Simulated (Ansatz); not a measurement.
Input and command of a plane-wave DFT calculation in Ansatz:

```yaml
crystal:
  lattice:
    - [3.8454929892, 0.0, 0.0]
    - [-1.9227464946, 3.3302946188, 0.0]
    - [0.0, 0.0, 6.3053333033]
  atoms:
    - { symbol: Zn, position: [0.3309385578, 0.6645130465, 0.0071483629] }
    - { symbol: Zn, position: [0.6642718911, 0.3311797131, 0.5071483629] }
    - { symbol: S, position: [0.3405176601, 0.6731275272, 0.3739944914] }
    - { symbol: S, position: [0.6642718911, 0.3311797131, 0.8817087829] }
basis:
  ecutwfc: 420
kpoints:
  mp_grid: { grid: [6, 6, 4] }
hamiltonian:
  xc: pbe
scf:
  occupations: { method: gaussian, width: 0.05 }
output:
  forces: true
  stress: true
  eigenvalues: true
relax:
  adjacent_minimum: "off"
  f_tol: 0.01
  max_steps: 80
```

```bash
ansatz run input.yaml --threads 2 --pin off --max-ram 5120MiB --backend cpu --events-out ev --progress --plain --runs-dir out
```

Processor: Intel(R) Xeon(R) 6975P-C (Granite Rapids), 2 threads, on a host shared with other jobs.

Task: How long does it run, and how much memory does it take?

Result: About 11 s on 2 threads of Intel(R) Xeon(R) 6975P-C (Granite Rapids) (shared host), peak memory 0.47 GiB. It solves 22 bands at 76 k points (the mesh reduced by symmetry) with about 1581 plane waves, in 18 SCF iterations over 4 ionic steps.
